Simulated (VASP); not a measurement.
Te2Pt (Moncheite):

```
Pt Te
1.0
     4.01000    0.00000    0.00000
    -2.00500    3.47276    0.00000
     0.00000    0.00000    5.20100
Pt Te
1 2
Direct
  0.00000 0.00000 0.00000
  0.66667 0.33333 0.75000
  0.33333 0.66667 0.25000
```

- Program: VASP 6.6.1
- Task: single point
- Functional: PBE
- Potentials or basis: VASP PAW PBE potentials, release 64 (Pt, Te)
- Cutoff: 520 eV
- k mesh: 8 × 8 × 5
- Occupations: fermi-dirac, width 0.05 eV
- Spin: no spin polarisation

On this cell: pressure 8.4 GPa; largest force 0.986 eV/Å; band gap on the k mesh none (metal or under the smearing width).

The same run follows on a disturbed copy (atoms moved at random, drawn with an rms of 0.05 Å):

```xyz
3
Lattice="4.0100 0.0000 0.0000 -2.0050 3.4728 0.0000 0.0000 0.0000 5.2010" Properties=species:S:1:pos:R:3 pbc="T T T"
Pt   -0.0029    0.0289    0.0154
Te    2.0379    1.1681    3.9057
Te   -0.0378    2.3332    1.2627
```

Question: What changes?

Answer: The energy (extrapolated to zero smearing) moves by +21.7 meV/atom; pressure 9.7 GPa; largest force 1.524 eV/Å; band gap on the k mesh none (metal or under the smearing width).

Forces on the atoms (eV/Å):
```
Pt  -0.017 -0.213 -0.394
Te  -0.282  0.143 -1.098
Te   0.299  0.070  1.493
```

Stress tensor (GPa, compression positive):
```
10.46 -0.86  1.43
-0.86 10.22 -0.21
 1.43 -0.21  8.52
```
